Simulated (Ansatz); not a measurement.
# ZnS (database structure): how the settings move a single-point run

Question: which choices in the input matter for ZnS (database structure)?

Program: Ansatz 0.2.0. Level of theory: reference: DFT r2SCAN, plane waves, PAW, scalar-relativistic, no spin polarisation. These are calculated values, not measurements.

1 further run of the same task is left out (set aside as unsound or not needed).

**1. The structure to begin with**

The structure is hexagonal, space group P6_3mc (No. 186). The conventional cell has a = 3.880 Å, b = 3.880 Å, c = 6.354 Å, α = 90.00°, β = 90.00°, γ = 120.00°. Zn (site symmetry 3m) has 4 S at 2.38 Å as nearest neighbours. S (site symmetry 3m) has 4 Zn at 2.38 Å as nearest neighbours.

Structure file:

```cif
data_structure
_symmetry_space_group_name_H-M 'P6_3mc'
_symmetry_Int_Tables_number 186
_cell_length_a 3.8798
_cell_length_b 3.8798
_cell_length_c 6.3542
_cell_angle_alpha 90.000
_cell_angle_beta 90.000
_cell_angle_gamma 120.000
_cell_volume 82.83
loop_
_atom_site_label
_atom_site_type_symbol
_atom_site_symmetry_multiplicity
_atom_site_Wyckoff_symbol
_atom_site_fract_x
_atom_site_fract_y
_atom_site_fract_z
_atom_site_occupancy
Zn1 Zn 2 b 0.33333 0.66667 0.00000 1
S1 S 2 b 0.33333 0.66667 0.37480 1
```

**2. Reference**

input.yaml

```yaml
crystal:
  lattice:
    - [3.87976658, 0.0, 0.0]
    - [-1.93988329, 3.35998118, 0.0]
    - [0.0, 0.0, 6.35416189]
  atoms:
    - { symbol: Zn, position: [0.3333, 0.6667, 0.0] }
    - { symbol: Zn, position: [0.6666, 0.3333, 0.5] }
    - { symbol: S, position: [0.3333, 0.6667, 0.3748] }
    - { symbol: S, position: [0.6666, 0.3333, 0.8748] }
  symmetry: { tolerance: 0.0003 }
kpoints:
  mp_grid: { grid: [5, 5, 3], shift: [0, 0, 0] }
magnetization:
  spin_polarized: false
scf:
  occupations: { method: cold, width: 0.022 }
hamiltonian:
  pseudopotentials: { kind: paw }
  xc: r2scan
basis:
  ecutwfc: 500
output:
  forces: true
  stress: true
  eigenvalues: true
```

Launch:

```sh
$ ansatz run input.yaml --threads 1 --pin off --max-ram 2560MiB --backend cpu --events-out ev --progress --plain --runs-dir out
```

Standard output, cut to the lines that bear on the results:

```text
Warning: the atoms were moved onto the symmetric positions of the space group found under crystal.symmetry.tolerance 3.0e-4 (fractional; no operation is sought that the atoms, as they stand in a round, miss by more than twice it, and no atom is moved by as much as it), and the run uses [...]
Warning: RAYON_NUM_THREADS=1 ignored (pool sized by the plan → 1); use --threads N
[...]
Pseudopotentials: kind: paw
Pseudopotential: Zn, paw, valence charge 12, recommended cutoff 500 eV (meta_gga), Zn.paw.azcp
Pseudopotential: S, paw, valence charge 6, recommended cutoff 500 eV (meta_gga), S.paw.azcp
Functional definition: r2SCAN
[...]
Crystal: 4 atoms, lattice volume = 82.832 Å³
Basis set: ecut = 500 eV, 2093 PW (Γ), exchange–correlation on 120×120×192 points (64 copies of the dense FFT grid, shifted against one another)
Bands: 22, of which v1, the nominal top of the filled ones, is band 18 counted from 1 (17 counted from 0)
Symmetry: 12 space group operations
Space group: P63mc (ITA 186), of the structure as read, at distance tolerance 1.3e-3 Å
k-points: 10 of 75 (time reversal used)
[...]
SCF iter   1: F=—  HF=-8466.831135 eV  |F-HF|=—  |Δ(HF+E_count)|=         —  Δρ=1.52e-2  dr2=9.26e-2  dr2_τ=1.11e-2  ethr=1.77e-3  ⟨swp⟩=6.0  Hψ=1066  notcnv=0
[...]
SCF iter   7: F=-8466.823729 eV  HF=-8466.823729 eV  |F-HF|=1.29e-8  |Δ(HF+E_count)|=   4.90e-7  S|Δr|=    0.00e0  Δρ=6.03e-6  dr2=3.38e-8  dr2_τ=8.31e-10  ethr=2.78e-10  ⟨swp⟩=6.0  Hψ=1124  notcnv=0
[...]
SCF converged after 7 iterations
Stability not checked: this state was not tested for a lower state beside it, because cold or Methfessel-Paxton smearing, or corrected tetrahedra, fill the levels in a way that the test cannot read (fill_not_monotonic; see scf.lower_state_search)
Free energy (F): -8466.823729 eV
[...]
E sigma→0 (E₀):  -8466.823729 eV
Fermi energy:    6.188061 eV
Step filling:    the computed levels leave a gap of 2.5211 eV = 114.6 smearing widths at the electron count; against every level under it full and every level over it empty, smearing changes F+E_penalty+E_count by +0.00e0 meV and its σ→0 estimate by +0.00e0 meV
[...]
--- Forces (eV/Å), atoms counted from 1 ---
  atom   1  Zn     0.00000000    -0.00000000     0.00004868
  atom   2  Zn    -0.00000000     0.00000000     0.00004868
  atom   3  S     -0.00000000    -0.00000000    -0.00005943
  atom   4  S     -0.00000000     0.00000000    -0.00005943
[...]
--- Stress (GPa, compression-positive) ---
       -3.815891       0.000000      -0.000000
       -0.000000      -3.815891       0.000000
       -0.000000       0.000000      -3.839706
  P = ⅓ Tr σ = -3.8238 GPa (-38.238 kbar)
--- Band table (eV; the first three rows and the last of 10) ---
  k-point 0: bands = ["-8.4476", "-7.5828", "-1.4128", "-1.4023", "-1.4023", "-1.3221", "-1.3221", "-0.9754", "-0.9754", "-0.9087", "-0.9087", "-0.7597", "-0.1797", "4.0693", "4.0693", "4.8453", "4.9120", "4.9120", "7.4331", "8.4018", "11.7168", "11.7168"]
[...]
```

Run time: 3.7 s. Hardware: 1 thread of Intel Xeon 6975P-C (Granite Rapids), shared host; peak memory 0.61 GiB.

**3. Variant: occupations.method tetrahedron_uncorrected, n_extra_bands 16, ecutwfc 550 eV, width left out**

Changes to input.yaml since step 2:

```diff
@@ -16,3 +16,4 @@
 scf:
-  occupations: { method: cold, width: 0.022 }
+  occupations: { method: tetrahedron_uncorrected }
+  n_extra_bands: 16
 hamiltonian:
@@ -21,3 +22,3 @@
 basis:
-  ecutwfc: 500
+  ecutwfc: "550 eV"
 output:
@@ -26 +27,5 @@
   eigenvalues: true
+  write_density: true
+  write_potential: true
+  elf: true
+  volumetric_format: npy
```

Launch:

```sh
$ ansatz run input.yaml --threads 1 --pin off --max-ram 2560MiB --backend cpu --events-out ev --progress --plain --runs-dir out
```

Standard output, cut to the lines that bear on the results:

```text
Warning: the atoms were moved onto the symmetric positions of the space group found under crystal.symmetry.tolerance 3.0e-4 (fractional; no operation is sought that the atoms, as they stand in a round, miss by more than twice it, and no atom is moved by as much as it), and the run uses [...]
Warning: RAYON_NUM_THREADS=1 ignored (pool sized by the plan → 1); use --threads N
scf.n_extra_bands = 16 over 18 filled bands (N_el = 36.0): the run solves 34 bands
[...]
Pseudopotentials: kind: paw
Pseudopotential: Zn, paw, valence charge 12, recommended cutoff 500 eV (meta_gga), Zn.paw.azcp
Pseudopotential: S, paw, valence charge 6, recommended cutoff 500 eV (meta_gga), S.paw.azcp
Functional definition: r2SCAN
[...]
Crystal: 4 atoms, lattice volume = 82.832 Å³
Basis set: ecut = 550 eV, 2443 PW (Γ), exchange–correlation on 120×120×200 points (64 copies of the dense FFT grid, shifted against one another)
Bands: 34, of which v1, the nominal top of the filled ones, is band 18 counted from 1 (17 counted from 0)
Symmetry: 12 space group operations
Space group: P63mc (ITA 186), of the structure as read, at distance tolerance 1.3e-3 Å
k-points: 10 of 75 (time reversal used)
[...]
SCF iter   1: F=—  HF=-8466.832701 eV  |F-HF|=—  |Δ(HF+E_count)|=         —  Δρ=1.53e-2  dr2=9.25e-2  dr2_τ=1.13e-2  ethr=1.77e-3  ⟨swp⟩=6.2  Hψ=1716  notcnv=0  defer=13
[...]
SCF iter   7: F=-8466.825425 eV  HF=-8466.825425 eV  |F-HF|=5.84e-9  |Δ(HF+E_count)|=   2.40e-7  Δρ=3.56e-6  dr2=1.08e-8  dr2_τ=3.06e-10  ethr=2.78e-10  ⟨swp⟩=12.0  Hψ=2321  notcnv=0
[...]
SCF converged after 7 iterations
Free energy (F): -8466.825425 eV
[...]
E sigma→0 (E₀):  -8466.825425 eV
Fermi energy:    4.911706 eV
[...]
--- Forces (eV/Å), atoms counted from 1 ---
  atom   1  Zn     0.00000000    -0.00000000     0.00003835
  atom   2  Zn     0.00000000     0.00000000     0.00003835
  atom   3  S     -0.00000000    -0.00000000    -0.00004594
  atom   4  S     -0.00000000     0.00000000    -0.00004594
[...]
--- Stress (GPa, compression-positive) ---
       -3.816630       0.000000      -0.000000
        0.000000      -3.816630       0.000000
       -0.000000       0.000000      -3.840606
  P = ⅓ Tr σ = -3.8246 GPa (-38.246 kbar)
--- Band table (eV; the first three rows and the last of 10) ---
[...]
```

Run time: 6.5 s. Hardware: 1 thread of Intel Xeon 6975P-C (Granite Rapids), shared host; peak memory 0.61 GiB.

Changing the smearing, band count and cutoff hardly moves the energy: -0.4 meV/atom.

**4. Variant: dispersion d3bj**

Changes to input.yaml since step 2:

```diff
@@ -20,2 +20,3 @@
   xc: r2scan
+  dispersion: d3bj
 basis:
```

Launch:

```sh
$ ansatz run input.yaml --threads 1 --pin off --max-ram 2560MiB --backend cpu --events-out ev --progress --plain --runs-dir out
```

Standard output, cut to the lines that bear on the results:

```text
Warning: the atoms were moved onto the symmetric positions of the space group found under crystal.symmetry.tolerance 3.0e-4 (fractional; no operation is sought that the atoms, as they stand in a round, miss by more than twice it, and no atom is moved by as much as it), and the run uses [...]
Warning: the engine holds no damping parameters fitted to this dispersion correction and functional, so the run takes those fitted to r2scan beside the three-body term, which d3bj leaves out (hamiltonian.dispersion, under Limitations)
Warning: RAYON_NUM_THREADS=1 ignored (pool sized by the plan → 1); use --threads N
[...]
Pseudopotentials: kind: paw
Pseudopotential: Zn, paw, valence charge 12, recommended cutoff 500 eV (meta_gga), Zn.paw.azcp
Pseudopotential: S, paw, valence charge 6, recommended cutoff 500 eV (meta_gga), S.paw.azcp
Functional definition: r2SCAN
[...]
Crystal: 4 atoms, lattice volume = 82.832 Å³
Basis set: ecut = 500 eV, 2093 PW (Γ), exchange–correlation on 120×120×192 points (64 copies of the dense FFT grid, shifted against one another)
Bands: 22, of which v1, the nominal top of the filled ones, is band 18 counted from 1 (17 counted from 0)
[...]
SCF converged after 7 iterations
Stability not checked: this state was not tested for a lower state beside it, because cold or Methfessel-Paxton smearing, or corrected tetrahedra, fill the levels in a way that the test cannot read (fill_not_monotonic; see scf.lower_state_search)
Free energy (F): -8467.380985 eV
[...]
E sigma→0 (E₀):  -8467.380985 eV
Fermi energy:    6.188061 eV
Step filling:    the computed levels leave a gap of 2.5211 eV = 114.6 smearing widths at the electron count; against every level under it full and every level over it empty, smearing changes F+E_penalty+E_count by +0.00e0 meV and its σ→0 estimate by +0.00e0 meV
[...]
--- Forces (eV/Å), atoms counted from 1 ---
  atom   1  Zn     0.00000000    -0.00000000    -0.00020872
  atom   2  Zn    -0.00000000     0.00000000    -0.00020872
  atom   3  S     -0.00000000    -0.00000000     0.00019798
  atom   4  S      0.00000000     0.00000000     0.00019798
[...]
--- Stress (GPa, compression-positive) ---
       -4.902310       0.000000      -0.000000
        0.000000      -4.902310       0.000000
       -0.000000       0.000000      -4.922495
  P = ⅓ Tr σ = -4.9090 GPa (-49.090 kbar)
--- Band table (eV; the first three rows and the last of 10) ---
[... band rows left out ...]
[...]
```

Wall time 3 s (1 thread of Intel Xeon 6975P-C (Granite Rapids), shared host); peak memory 0.62 GiB.

The energy moves by -139.3 meV/atom, nearly all of it the dispersion term itself (-139.3 meV/atom); that offset belongs to the model and is no gain or loss of stability; the pressure goes from -3.8 to -4.9 GPa. The damping parameters are borrowed, as the log notes.

**5. Changing settings: chi_scale 0.3, xc pbe, ecutrho_ratio 8**

Changes to input.yaml since step 2:

```diff
@@ -17,7 +17,9 @@
   occupations: { method: cold, width: 0.022 }
+  initial_density: { chi_scale: 0.3 }
 hamiltonian:
   pseudopotentials: { kind: paw }
-  xc: r2scan
+  xc: pbe
 basis:
   ecutwfc: 500
+  ecutrho_ratio: 8
 output:
@@ -26 +28,5 @@
   eigenvalues: true
+  write_density: true
+  write_potential: true
+  elf: true
+  volumetric_format: npy
```

Launch:

```sh
$ ansatz run input.yaml --threads 1 --pin off --max-ram 2560MiB --backend cpu --events-out ev --progress --plain --runs-dir out
```

Standard output, cut to the lines that bear on the results:

```text
Warning: the atoms were moved onto the symmetric positions of the space group found under crystal.symmetry.tolerance 3.0e-4 (fractional; no operation is sought that the atoms, as they stand in a round, miss by more than twice it, and no atom is moved by as much as it), and the run uses [...]
Warning: RAYON_NUM_THREADS=1 ignored (pool sized by the plan → 1); use --threads N
[...]
Pseudopotentials: kind: paw
Pseudopotential: Zn, paw, valence charge 12, recommended cutoff 420 eV (normal), Zn.paw.azcp
Pseudopotential: S, paw, valence charge 6, recommended cutoff 420 eV (normal), S.paw.azcp
Functional definition: PBE
[...]
Crystal: 4 atoms, lattice volume = 82.832 Å³
Basis set: ecut = 500 eV, 2093 PW (Γ), exchange–correlation on 90×90×144 points (8 copies of the dense FFT grid, shifted against one another)
Bands: 22, of which v1, the nominal top of the filled ones, is band 18 counted from 1 (17 counted from 0)
Symmetry: 12 space group operations
Space group: P63mc (ITA 186), of the structure as read, at distance tolerance 1.3e-3 Å
[...]
SCF converged after 9 iterations
Stability not checked: this state was not tested for a lower state beside it, because cold or Methfessel-Paxton smearing, or corrected tetrahedra, fill the levels in a way that the test cannot read (fill_not_monotonic; see scf.lower_state_search)
Free energy (F): -8445.439179 eV
[...]
E sigma→0 (E₀):  -8445.439179 eV
Fermi energy:    6.191391 eV
Step filling:    the computed levels leave a gap of 1.9683 eV = 89.5 smearing widths at the electron count; against every level under it full and every level over it empty, smearing changes F+E_penalty+E_count by +0.00e0 meV and its σ→0 estimate by +0.00e0 meV
[...]
--- Forces (eV/Å), atoms counted from 1 ---
  atom   1  Zn     0.00000000    -0.00000000     0.00111882
  atom   2  Zn     0.00000000     0.00000000     0.00111882
  atom   3  S      0.00000000    -0.00000000    -0.00113561
  atom   4  S     -0.00000000     0.00000000    -0.00113561
[...]
--- Stress (GPa, compression-positive) ---
       -1.637799      -0.000000      -0.000000
        0.000000      -1.637799       0.000000
       -0.000000       0.000000      -1.652812
  P = ⅓ Tr σ = -1.6428 GPa (-16.428 kbar)
--- Band table (eV; the first three rows and the last of 10) ---
[... band rows left out ...]
[...]
```

Run time: 2.4 s. Hardware: 1 thread of Intel Xeon 6975P-C (Granite Rapids), shared host; peak memory 0.51 GiB.

A change of functional puts the total energy on another scale; the pressure goes from -3.8 to -1.6 GPa and the gap on the mesh goes from 2.52 to 1.97 eV. The numerical grids changed too.

**6. Comparison**

```tsv
run	ending	energy change	pressure (GPa)	gap (eV)	force (eV/Å)	cycles	time
reference	converged	0	-3.8	2.52	0.00	7	3.7 s
1: occupations.method tetrahedron_uncorrected, n_extra_bands 16, ecutwfc 550 eV, width left out	converged	-0.4 meV/atom (σ→0)	-3.8	2.52	0.00	7	6.5 s
2: dispersion d3bj	converged	-139.3 meV/atom (offset of the dispersion model)	-4.9	2.52	0.00	7	3 s
3: chi_scale 0.3, xc pbe, ecutrho_ratio 8	converged	not comparable	-1.6	1.97	0.00	9	2.4 s
```

Times don't compare one to one where runs were asked for different outputs or read a saved state (see the inputs); cycles may leave out searches for a lower state.

Residual by cycle in the longest SCF loop of each run; runs are numbered as in the table. The quantity is the density residual dr2, in eV.

```tsv
cycle	reference	run 1	run 2	run 3
1	0.0926	0.0925	0.0926	8.65
2	0.0031	0.00339	0.0031	0.425
3	0.00402	0.00377	0.00402	0.305
4	2.4e-4	1.9e-4	2.4e-4	0.0203
5	1.9e-5	1.1e-5	1.9e-5	0.00281
6	9.3e-7	4.7e-7	9.3e-7	3.1e-4
7	3.4e-8	1.1e-8	3.4e-8	7.6e-6
8	-	-	-	2.5e-7
9	-	-	-	1.6e-8
```

**Reading.** «occupations.method tetrahedron_uncorrected, n_extra_bands 16, ecutwfc 550 eV, width left out» moves the energy by -0.4 meV/atom. The pressure spans -4.9 to -1.6 GPa over the reference and the converged variants. The gap spans 1.97 to 2.52 eV over the reference and the converged variants.

The gaps are Kohn-Sham values of a semilocal functional, not quasiparticle or optical gaps. Such gaps usually fall short of the measured ones.
